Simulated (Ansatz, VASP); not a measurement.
## Two plane-wave programs on Al

File INCAR:

```
  ALGO = Normal
  EDIFF = 1E-7
  ENCUT = 520
  GGA = PS
  ISIF = 2
  ISMEAR = 0
  LASPH = T
  LCHARG = F
  LREAL = F
  LWAVE = F
  NBANDS = 8
  NELM = 100
  PREC = Accurate
  SIGMA = 0.1
```

Contents of KPOINTS:

```
k-points
0
Gamma
  8 8 8
```

POSCAR

```
Al
1.0
   -1.3887368910      1.4480634882      2.0119394454
    1.3887368910     -1.4480634882      2.0119394454
    1.3887368910      1.4480634882     -2.0119394454
Al
1
Direct
    0.5000000000      0.0000000000      0.5000000000
```

Input for Ansatz:

```yaml
crystal:
  lattice:
    - [-1.388736891, 1.4480634882, 2.0119394454]
    - [1.388736891, -1.4480634882, 2.0119394454]
    - [1.388736891, 1.4480634882, -2.0119394454]
  atoms:
    - { symbol: Al, position: [0.5, 0.0, 0.5] }
basis:
  ecutwfc: 420
kpoints:
  mp_grid: { grid: [8, 8, 8] }
hamiltonian:
  xc: pbesol
scf:
  occupations: { method: gaussian, width: 0.1 }
  lower_state_search: "off"
output:
  forces: true
  stress: true
  eigenvalues: true
```

Change from the starting cell: the structure that the rattled omega type (P6/mmm, No. 191) fell into.

Alike in both runs: task single point; functional PBEsol; k mesh 8 × 8 × 8; occupations gaussian, width 0.1 eV; no spin polarisation.

|  | VASP | Ansatz |
| --- | --- | --- |
| version | VASP 6.6.1 | Ansatz 0.2.0 |
| potentials or method | VASP PAW PBE potentials, release 64 (Al) | scalar-relativistic, plane waves, PAW |
| plane-wave cutoff (eV) | 520 | 420 |
| valence electrons in the cell | 3 | 3 |

|  | VASP | Ansatz | Ansatz less VASP |
| --- | --- | --- | --- |
| gap on the k mesh at the Fermi level (eV) | none | none | - |
| pressure (GPa) | 0.4 | 0.3 | -0.06 |
| largest component of the traceless stress (GPa) | 3.21 | 3.20 | -0.009 |

A gap of «none» marks a metal or a gap that the smearing closes. With one functional, cell and mesh, what is left measures potentials, basis and numerics.

Caveats: the k mesh is coarse (spacing up to 0.39 Å⁻¹), so the values aren't converged; the PAW data sets were made with another functional, which shifts forces and pressure a little (VASP).
